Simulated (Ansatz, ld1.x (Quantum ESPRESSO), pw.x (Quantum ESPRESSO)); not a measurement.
**Equation-of-state test of one TM potential (indium (In))**

ld1.x (Quantum ESPRESSO) 7.5 input, shortened:

```
&input
   title='In', zed=49., rel=1, dft='PBE', iswitch=3,
   config='[Kr] 4d10 5s2 5p0.75 5d-2'
 /
 &inputp
   pseudotype=2, tm=.true., lloc=1,
   nlcc=.true., new_core_ps=.true., rcore=0.85
 /
3
5S  1  0   2.00   0.00  2.15  2.15  0.0
5D  3  2  -2.00   0.05  1.70  1.70  0.0
5P  2  1   0.75   0.00  2.08  2.08  0.0
 &test
   configts(1)='5s2 5p0.75'
 /
```

Crystal test: diamond In in pw.x 7.5, no spin, 8³ k-points, Fermi–Dirac smearing 0.01 Ry, cutoffs 50/200 Ry. The reference is all-electron LAPW (Ansatz 0.2.0) with the same functional, mesh and smearing; V0 and B0 come from Birch–Murnaghan fits to the pressures at five volumes. Errors are pseudo minus all-electron; Δ is the rms difference of the E(V) curves that follow from these fits, minima aligned, over ±6 % about the mean V0. Mesh and smearing are coarse, so the numbers serve the comparison and aren't converged zero-temperature values; the lattice is a test structure that the element need not adopt.

```json
{"V (Å³/atom)": "36.331", "P all-electron (GPa)": "1.25", "P pseudo (GPa)": "-1.36"}
{"V (Å³/atom)": "37.287", "P all-electron (GPa)": "0.56", "P pseudo (GPa)": "-1.58"}
{"V (Å³/atom)": "38.243", "P all-electron (GPa)": "-0.01", "P pseudo (GPa)": "-1.74"}
{"V (Å³/atom)": "39.199", "P all-electron (GPa)": "-0.49", "P pseudo (GPa)": "-1.99"}
{"V (Å³/atom)": "40.155", "P all-electron (GPa)": "-0.87", "P pseudo (GPa)": "-2.15"}
```

All-electron: a0 = 6.737 Å (V0 = 38.22 Å³/atom), B0 = 20.8 GPa.

Pseudopotential: mean pressure error (GPa): -1.85. The pressure does not cross zero within the volumes sampled, so no fit is given. This is a poor potential for the solid. Note: ghost state, extra bound levels that the all-electron valence spectrum of the same l lacks: s at -13.7 eV. A true bound ghost makes a file unfit for plane-wave use. Atomic configuration tests: 1 of 7 tests not solved or not reliable.

At the middle volume, how do free energy and pressure move when the wave cutoff is lowered (ecutrho kept at four times it)?

```json
{"cutoff (Ry)": "22", "shift of F (meV/atom)": "+284.8", "shift of P (GPa)": "-4.86"}
{"cutoff (Ry)": "30", "shift of F (meV/atom)": "+75.9", "shift of P (GPa)": "+0.07"}
{"cutoff (Ry)": "40", "shift of F (meV/atom)": "-0.5", "shift of P (GPa)": "-1.08"}
```

The run at the middle volume (29 k-points, 37 iterations) took about 46 s on one core of a shared host (Neoverse-V2, 32 threads, 247 GiB, load 23).
